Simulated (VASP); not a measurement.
# Si (Fd-3m) in VASP: a series of runs, part 2 of 3

VASP 6.6.1.

## (3) Single point, PBE (grid = ENCUT=350 dk=0.45 cell=3x3x2 ISMEAR=0 SIGMA=0.05 LREAL=Auto EDIFF=0.0001)

Contents of INCAR:

```
SYSTEM = Si35W
  PREC = Accurate
  ENCUT = 350
  EDIFF = 1E-4
  ISMEAR = 0
  SIGMA = 0.05
  LREAL = Auto
  LASPH = .True.
  NELM = 120
  ALGO = Fast
  ISIF = 2
  LWAVE = .False.
  LCHARG = .False.
  GGA = PE
  NBANDS = 89
```

Contents of KPOINTS:

```
regular mesh
0
Gamma
  2 2 3
  0 0 0
```

Contents of POSCAR:

```
Si35W
1.0
    0.0000000000      8.1655535595      8.1655535595
    8.1655535595      0.0000000000      8.1655535595
    5.4437023730      5.4437023730      0.0000000000
W Si
1 35
Direct
    0.1666666667      0.1666666667      0.2500000000
    0.1666666667      0.1666666667      0.7500000000
    0.1666666667      0.5000000000      0.2500000000
    0.1666666667      0.5000000000      0.7500000000
    0.1666666667      0.8333333333      0.2500000000
    0.1666666667      0.8333333333      0.7500000000
    0.5000000000      0.1666666667      0.2500000000
    0.5000000000      0.1666666667      0.7500000000
    0.5000000000      0.5000000000      0.2500000000
    0.5000000000      0.5000000000      0.7500000000
    0.5000000000      0.8333333333      0.2500000000
    0.5000000000      0.8333333333      0.7500000000
    0.8333333333      0.1666666667      0.2500000000
    0.8333333333      0.1666666667      0.7500000000
    0.8333333333      0.5000000000      0.2500000000
    0.8333333333      0.5000000000      0.7500000000
    0.8333333333      0.8333333333      0.2500000000
    0.8333333333      0.8333333333      0.7500000000
    0.2500000000      0.2500000000      0.3750000000
    0.2500000000      0.2500000000      0.8750000000
    0.2500000000      0.5833333333      0.3750000000
    0.2500000000      0.5833333333      0.8750000000
    0.2500000000      0.9166666667      0.3750000000
    0.2500000000      0.9166666667      0.8750000000
    0.5833333333      0.2500000000      0.3750000000
    0.5833333333      0.2500000000      0.8750000000
    0.5833333333      0.5833333333      0.3750000000
    0.5833333333      0.5833333333      0.8750000000
    0.5833333333      0.9166666667      0.3750000000
    0.5833333333      0.9166666667      0.8750000000
    0.9166666667      0.2500000000      0.3750000000
    0.9166666667      0.2500000000      0.8750000000
    0.9166666667      0.5833333333      0.3750000000
    0.9166666667      0.5833333333      0.8750000000
    0.9166666667      0.9166666667      0.3750000000
    0.9166666667      0.9166666667      0.8750000000
```

Potentials or basis: VASP PAW PBE potentials, release 64 (W_sv, Si).

Run with:

```bash
$ cat potpaw_PBE.64/W_sv/POTCAR potpaw_PBE.64/Si/POTCAR > POTCAR
$ mpirun -np 1 vasp_std > vasp.out
```

OUTCAR:

```text
SYSTEM = Si35W
   PREC = Accurate
   ENCUT = 350
   EDIFF = 1E-4
   ISMEAR = 0
   LREAL = Auto
   LASPH = .True.
   NELM = 120
   ISIF = 2
   GGA = PE

 Found      6 irreducible k-points:

 Following reciprocal coordinates:
            Coordinates               Weight
  0.000000  0.000000  0.000000      1.000000
  0.500000  0.000000  0.000000      2.000000
  0.500000  0.500000  0.000000      1.000000
  0.000000  0.000000  0.333333      2.000000
  0.500000  0.000000  0.333333      4.000000
  0.500000  0.500000  0.333333      2.000000
   k-points           NKPTS =      6   k-points in BZ     NKDIM =      6   number of bands    NBANDS=     89
   number of dos      NEDOS =    301   number of ions     NIONS =     36
   total plane-waves  NPLWV = 235200
   dimension x,y,z NGX =    70 NGY =   70 NGZ =   48
   dimension x,y,z NGXF=   140 NGYF=  140 NGZF=   96
   ions per type =               1  35
   NGX,Y,Z   is equivalent  to a cutoff of  10.08, 10.08, 10.37 a.u.
   NGXF,Y,Z  is equivalent  to a cutoff of  20.15, 20.15, 20.73 a.u.
 SYSTEM =  Si35W
   PREC   = accura    normal or accurate (medium, high low for compatibility)
   ISTART =      0    job   : 0-new  1-cont  2-samecut
   ICHARG =      2    charge: 1-file 2-atom 10-const
   ISPIN  =      1    spin polarized calculation?
   LNONCOLLINEAR =      F non collinear calculations
   LSORBIT =      F    spin-orbit coupling
   LASPH  =      T    aspherical Exc in radial PAW
   ENCUT  =  350.0 eV  25.72 Ry    5.07 a.u.  17.62 17.62 11.74*2*pi/ulx,y,z
   NELM   =    120;   NELMIN=  2; NELMDL= -5     # of ELM steps
   EDIFF  = 0.1E-03   stopping-criterion for ELM
   LREAL  =      T    real-space projection
   EDIFFG = 0.1E-02   stopping-criterion for IOM
   NSW    =      0    number of steps for IOM
   IBRION =     -1    ionic relax: 0-MD 1-quasi-New 2-CG
   NFREE  =      0    steps in history (QN), initial steepest desc. (CG)
   ISIF   =      2    stress and relaxation
   ISYM   =      2    0-nonsym 1-usesym 2-fastsym
   POTIM  = 0.5000    time-step for ionic-motion
   TEBEG  =    0.0;   TEEND  =   0.0 temperature during run
   PSTRESS=    0.0 pullay stress
   NELECT =     154.0000    total number of electrons
   NUPDOWN=      -1.0000    fix difference up-down
   EMIN   =  10.00;   EMAX   =-10.00  energy-range for DOS
   EFERMI =   0.00;   METHOD = LEGACY
   ISMEAR =     0;   SIGMA  =   0.05  broadening in eV -4-tet -1-fermi 0-gaus
   EFERMI_NEDOS =   21; number of points for ismear=-14 and -15
   IALGO  =     68    algorithm
   IMIX   =      4    mixing-type and parameters
     AMIX     =   0.40;   BMIX     =  1.00
     AMIX_MAG =   1.60;   BMIX_MAG =  1.00
  volume/ion in A,a.u.               =      20.16       136.08
  Fermi-wavevector in a.u.,A,eV,Ry     =   0.976375  1.845081 12.970537  0.953308
  Thomas-Fermi vector in A             =   2.106988
   LORBIT       =      0    0 simple, 1 ext, 2 COOP (PROOUT), +10 PAW based schemes
   GGA     = PE    functional components
   LHFCALC =     F    Hartree Fock is set to
   AEXX    =    0.0000 exact exchange contribution
   IVDW    =     0    specifies the selected vdW correction
   LEPSILON=     F    determine dielectric tensor
   LRPA    =     F    only Hartree local field effects (RPA)
 non-spin polarized calculation
 RMM-DIIS sequential band-by-band and
 Gauss-broadening in eV      SIGMA  =   0.05
  energy-cutoff  :      350.00
  volume of cell :      725.93
 maximum number of plane-waves:     10855
   NGX = 35   NGY = 35   NGZ = 23

 number of electron     153.9999995 magnetization

 Free energy of the ion-electron system (eV)
  ---------------------------------------------------
  ext. energy  EPLUGINS =         0.00000000
  ---------------------------------------------------
  free energy    TOTEN  =      -198.47406096 eV

  energy without entropy =     -198.45889628  energy(sigma->0) =     -198.46647862

 E-fermi :   5.7222     XC(G=0):  -9.4591

 val. band max:        5.6933094468   @ k =   0.0000   0.0000   0.3333
 cond. band min:       5.7368383356   @ k =   0.0000   0.0000   0.0000
 fundamental gap:      0.0435288887
 Fermi energy:         5.7221527148

 k-point     1 :       0.0000    0.0000    0.0000
  band No.  band energies     occupation
      1     -67.4085      2.00000
      2     -31.7783      2.00000
      3     -31.7126      2.00000
      4     -31.7095      2.00000
      5      -6.0694      2.00000
      6      -4.7699      2.00000
[... 541 lines left out ...]
     88       8.3656      0.00000
     89       8.5214      0.00000

------------------------ aborting loop because EDIFF is reached ----------------------------------------

  FORCE on cell =-STRESS in cart. coord.  units (eV):
  Direction    XX          YY          ZZ          XY          YZ          ZX
  --------------------------------------------------------------------------------------
  -------------------------------------------------------------------------------------
  Total        9.3574493      9.3574493      9.7632429      0.0766747     -0.1384773     -0.1384774
  in kB       20.6524906     20.6524906     21.5481030      0.1692259     -0.3056282     -0.3056286
  external PRESSURE =      20.9510280 kB  Pullay stress =       0.0000000 kB

 VOLUME and BASIS-vectors are now :
 -----------------------------------------------------------------------------
  energy-cutoff  :      350.00
  volume of cell :      725.93
      direct lattice vectors                 reciprocal lattice vectors
     0.000000000  8.165553559  8.165553559    -0.061232836  0.061232836  0.061232836
     8.165553559  0.000000000  8.165553559     0.061232836 -0.061232836  0.061232836
     5.443702373  5.443702373  0.000000000     0.091849254  0.091849254 -0.091849254

 POSITION                                       TOTAL-FORCE (eV/Angst)
 -----------------------------------------------------------------------------------
      2.72185      2.72185      2.72185        -0.151480     -0.151480     -0.003255
      5.44370      5.44370      2.72185         0.001065      0.001065     -0.290574
      5.44370      2.72185      5.44370         0.094705     -0.124211      0.080050
      8.16555      5.44370      5.44370         0.113251     -0.085624      0.056442
      8.16555      2.72185      8.16555        -0.078754     -0.182015     -0.062030
     10.88740      5.44370      8.16555         0.127645      0.084361     -0.093150
[... 28 lines left out ...]
      9.52648      9.52648     14.97018         0.012605      0.012605     -0.001587
     12.24833     12.24833     14.97018        -0.018872     -0.018872     -0.005771
 -----------------------------------------------------------------------------------
    total drift:                                0.000483      0.000483     -0.003240

  FREE ENERGIE OF THE ION-ELECTRON SYSTEM (eV)
  ---------------------------------------------------
  free  energy   TOTEN  =      -198.4740609563 eV

  energy  without entropy=     -198.4588962756  energy(sigma->0) =     -198.46647862
```

stdout:

```text
POSCAR found type information on POSCAR W Si
 POSCAR found :  2 types and      36 ions
 scaLAPACK will be used
 LDA part: xc-table for (Slater+PW92), standard interpolation
 -----------------------------------------------------------------------------
|                                                                             |
|           W    W    AA    RRRRR   N    N  II  N    N   GGGG   !!!           |
|           W    W   A  A   R    R  NN   N  II  NN   N  G    G  !!!           |
|           W    W  A    A  R    R  N N  N  II  N N  N  G       !!!           |
|           W WW W  AAAAAA  RRRRR   N  N N  II  N  N N  G  GGG   !            |
|           WW  WW  A    A  R   R   N   NN  II  N   NN  G    G                |
|           W    W  A    A  R    R  N    N  II  N    N   GGGG   !!!           |
|                                                                             |
|     Your reciprocal lattice and k-lattice belong to different lattice       |
|     classes:                                                                |
|                                                                             |
|        The reciprocal lattice is base-centered monoclinic,                  |
|        whereas your k-lattice is body-centered cubic.                       |
|                                                                             |
|     Results are often still useful ...                                      |
|                                                                             |
 -----------------------------------------------------------------------------

 POSCAR, INCAR and KPOINTS ok, starting setup
 FFT: planning ... GRIDC
 FFT: planning ... GRID_SOFT
 FFT: planning ... GRID
 WAVECAR not read
 entering main loop
```

Run time: 3.3 min. Hardware: 1 thread of Intel Xeon 6975P-C (Granite Rapids), shared host; peak memory 0.55 GiB.

The run converged, but some of its settings lie outside the range that counts as converged, so its numbers aren't taken as properties of the crystal.

Results:

```
Free energy            : -198.4741 eV
Pressure               : 2.1 GPa
Largest force          : 0.915 eV/Å
Band gap on the k mesh : none (metal or under the smearing width)
```

## (4) Single point, PBE (grid = ENCUT=500 dk=0.45 cell=3x3x2 ISMEAR=0 SIGMA=0.05 LREAL=Auto EDIFF=1e-06)

Changes to INCAR since step 3:

```diff
@@ -2,4 +2,4 @@
   PREC = Accurate
-  ENCUT = 350
-  EDIFF = 1E-4
+  ENCUT = 500
+  EDIFF = 1E-6
   ISMEAR = 0
```

KPOINTS is that of step 3.

POSCAR is that of step 3.

Potentials or basis: VASP PAW PBE potentials, release 64 (W_sv, Si).

Run with:

```bash
$ cat potpaw_PBE.64/W_sv/POTCAR potpaw_PBE.64/Si/POTCAR > POTCAR
$ mpirun -np 1 vasp_std > vasp.out
```

OUTCAR:

```text
SYSTEM = Si35W
   PREC = Accurate
   ENCUT = 500
   EDIFF = 1E-6
   ISMEAR = 0
   LREAL = Auto
   LASPH = .True.
   NELM = 120
   ISIF = 2
   GGA = PE

 Found      6 irreducible k-points:

 Following reciprocal coordinates:
            Coordinates               Weight
  0.000000  0.000000  0.000000      1.000000
  0.500000  0.000000  0.000000      2.000000
  0.500000  0.500000  0.000000      1.000000
  0.000000  0.000000  0.333333      2.000000
[... 634 lines left out ...]
  -------------------------------------------------------------------------------------
  Total        9.6013368      9.6013368      9.9998440      0.0674864     -0.1164873     -0.1164875
  in kB       21.1907660     21.1907660     22.0702969      0.1489469     -0.2570950     -0.2570954
  external PRESSURE =      21.4839430 kB  Pullay stress =       0.0000000 kB

 VOLUME and BASIS-vectors are now :
 -----------------------------------------------------------------------------
  energy-cutoff  :      500.00
  volume of cell :      725.93
      direct lattice vectors                 reciprocal lattice vectors
     0.000000000  8.165553559  8.165553559    -0.061232836  0.061232836  0.061232836
     8.165553559  0.000000000  8.165553559     0.061232836 -0.061232836  0.061232836
     5.443702373  5.443702373  0.000000000     0.091849254  0.091849254 -0.091849254

 POSITION                                       TOTAL-FORCE (eV/Angst)
 -----------------------------------------------------------------------------------
      2.72185      2.72185      2.72185        -0.151565     -0.151565     -0.002628
      5.44370      5.44370      2.72185         0.001624      0.001624     -0.291468
      5.44370      2.72185      5.44370         0.094034     -0.124677      0.079724
      8.16555      5.44370      5.44370         0.113082     -0.086042      0.056176
      8.16555      2.72185      8.16555        -0.077151     -0.182744     -0.061011
     10.88740      5.44370      8.16555         0.128230      0.082626     -0.092123
[... 28 lines left out ...]
      9.52648      9.52648     14.97018         0.013430      0.013430      0.000056
     12.24833     12.24833     14.97018        -0.018194     -0.018194     -0.004248
 -----------------------------------------------------------------------------------
    total drift:                                0.000005      0.000005      0.000072

  FREE ENERGIE OF THE ION-ELECTRON SYSTEM (eV)
  ---------------------------------------------------
  free  energy   TOTEN  =      -198.5149792104 eV

  energy  without entropy=     -198.4998130640  energy(sigma->0) =     -198.50739614
```

OSZICAR:

```text
N       E                     dE             d eps       ncg     rms          rms(c)
DAV:   1     0.518914705529E+03    0.51891E+03   -0.61711E+04  1132   0.141E+03
DAV:   2    -0.145580102955E+03   -0.66449E+03   -0.64449E+03  1265   0.217E+02
DAV:   3    -0.200441686163E+03   -0.54862E+02   -0.53810E+02  1288   0.535E+01
DAV:   4    -0.202284725766E+03   -0.18430E+01   -0.18205E+01  1264   0.112E+01
[... 13 lines left out ...]
RMM:  18    -0.198514985059E+03   -0.14897E-05   -0.17273E-05  1169   0.827E-03    0.186E-02
RMM:  19    -0.198514983868E+03    0.11912E-05   -0.28035E-06   840   0.413E-03    0.187E-02
RMM:  20    -0.198514981210E+03    0.26577E-05   -0.18987E-06   785   0.323E-03    0.159E-02
RMM:  21    -0.198514979433E+03    0.17770E-05   -0.53835E-06   946   0.342E-03    0.438E-03
RMM:  22    -0.198514979210E+03    0.22252E-06   -0.14377E-06   737   0.214E-03
   1 F= -.19851498E+03 E0= -.19850740E+03  d E =-.151661E-01
```

Wall time 8.4 min (1 thread of Intel Xeon 6975P-C (Granite Rapids), shared host); peak memory 0.9 GiB.

The run converged, but some of its settings lie outside the range that counts as converged, so its numbers aren't taken as properties of the crystal.

Results:

* Free energy: -198.5150 eV
* Pressure: 2.1 GPa
* Largest force: 0.914 eV/Å
* Band gap on the k mesh: none (metal or under the smearing width)

## (5) Single point, PBE (grid = ENCUT=350 dk=0.35 cell=3x3x2 ISMEAR=0 SIGMA=0.05 LREAL=Auto EDIFF=1e-06)

Contents of INCAR:

```
SYSTEM = Si
PREC = Accurate
ENCUT = 350
EDIFF = 1E-6
ISMEAR = 0
SIGMA = 0.05
LREAL = Auto
LASPH = .TRUE.
NELM = 120
ALGO = Fast
ISIF = 2
LWAVE = .FALSE.
LCHARG = .FALSE.
GGA = PE
NBANDS = 84
NCORE = 1
KPAR = 2
```

Contents of KPOINTS:

```
Automatic mesh
0
G
  2 2 3
  0 0 0
```

Changes to POSCAR since step 4:

```diff
@@ -1,2 +1,2 @@
-Si35W
+Si
 1.0
@@ -5,4 +5,4 @@
     5.4437023730      5.4437023730      0.0000000000
-W Si
-1 35
+Si
+36
 Direct
```

Potentials or basis: VASP PAW PBE potentials, release 64 (Si).

Run with:

```bash
$ cat potpaw_PBE.64/Si/POTCAR > POTCAR
$ mpirun -np 4 vasp_std > vasp.out
```

Run time: 3.4 min. Hardware: 4 MPI ranks of Intel Xeon Platinum 8375C at 2.90GHz (Ice Lake), shared host; peak memory 0.38 GiB.

The run converged, but some of its settings lie outside the range that counts as converged, so its numbers aren't taken as properties of the crystal.

What came out:

```
Free energy            : -194.8049 eV
Pressure               : 1.3 GPa
Band gap on the k mesh : 0.72 eV
```

Caveat: an odd mesh through Γ misses points on the zone boundary, where band edges often lie.

(Part 2 of 3 ends here.)
